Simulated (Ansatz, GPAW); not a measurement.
## The equilibrium volume of HgTe, sorted by core time

```
CELL_PARAMETERS angstrom
0.00000 3.21450 3.21450
3.21450 0.00000 3.21450
3.21450 3.21450 0.00000
ATOMIC_POSITIONS crystal
Hg 0.00000 0.00000 0.00000
Te 0.75000 0.75000 0.75000
```

```tsv
rung	level	program and potentials	cutoff (eV)	k mesh	smearing	task	core time	chip	equilibrium volume (Å³/atom)	notes
LDA	LDA	Ansatz, Ansatz PAW	420	7 × 7 × 7	fermi-dirac 0.05	equation of state	12 s	Intel Xeon 6975P-C Granite Rapids	33.33	potentials made for PBE, which Ansatz adapts in part
GGA + dispersion	PBE+D4	Ansatz, Ansatz PAW	420	7 × 7 × 7	fermi-dirac 0.05	relaxation of cell and atoms	19 s	Arm Neoverse V1	35.04	-
GGA	PBE	Ansatz, Ansatz PAW	420	7 × 7 × 7	fermi-dirac 0.05	relaxation of cell and atoms	19 s	Arm Neoverse V1	36.79	-
GGA + dispersion	PBE+D3(BJ)	Ansatz, Ansatz PAW	420	7 × 7 × 7	fermi-dirac 0.05	relaxation of cell and atoms	20 s	Arm Neoverse V1	35.08	-
GGA + dispersion	PBE+D3(BJ)+ATM	Ansatz, Ansatz PAW	420	7 × 7 × 7	fermi-dirac 0.05	relaxation of cell and atoms	21 s	Arm Neoverse V1	(a)	-
GGA + dispersion	BLYP+D4	Ansatz, Ansatz PAW	420	7 × 7 × 7	fermi-dirac 0.05	relaxation of cell and atoms	37 s	Intel Xeon Skylake/Cascade Lake	36.05	potentials made for PBE, which Ansatz adapts in part
LDA	LDA	GPAW, PAW data sets generated for this functional	600	6 × 6 × 6	fermi-dirac 0.05	equation of state	38 s	AMD EPYC 9R45 Zen 5	(b)	-
GGA	revPBE	Ansatz, Ansatz PAW	420	7 × 7 × 7	fermi-dirac 0.05	relaxation of cell and atoms	43 s	Intel Xeon Skylake/Cascade Lake	38.08	potentials made for PBE, which Ansatz adapts in part
GGA + dispersion	revPBE+D3(BJ)	Ansatz, all-electron LAPW, scalar-relativistic	-	7 × 7 × 7	fermi-dirac 0.05	relaxation of cell and atoms	51 s	Arm Neoverse V2	34.60	-
GGA	PBEsol	GPAW, PAW data sets generated for this functional	600	6 × 6 × 6	fermi-dirac 0.05	equation of state	2 min	AMD EPYC 7R43 Zen 3	34.53	-
GGA	PBEsol	GPAW, PAW data sets generated for this functional	600	7 × 7 × 7	fermi-dirac 0.05	equation of state	2.3 min	Arm Neoverse V1	(c)	-
hybrid	HSE03	Ansatz, Ansatz PAW	420	4 × 4 × 4	fermi-dirac 0.05	relaxation of cell and atoms	4.3 min	Intel Xeon Skylake/Cascade Lake	35.88	coarse mesh; potentials made for PBE, which Ansatz adapts in part
```

Times are single runs on shared hosts and different chips, so they are rough; meshes, cutoffs and the tasks' sizes weigh on the time. All rows: no spin polarisation. Smearing widths are in eV. For a metal such meshes aren't converged. Meshes differ between rows, which moves values too. Meshes are those of the run's cell of 2 atoms unless a note names another. Relaxations start from the cell shown or near it and stop with a little pressure left. Runs on faulty files, with rough fits or with known faults for this quantity aren't shown. No row holds spin-orbit coupling.

Question: Estimate the values left out from the other rows.

Answer: (a) 35.23 Å³/atom; (b) 33.29 Å³/atom; (c) 34.50 Å³/atom.
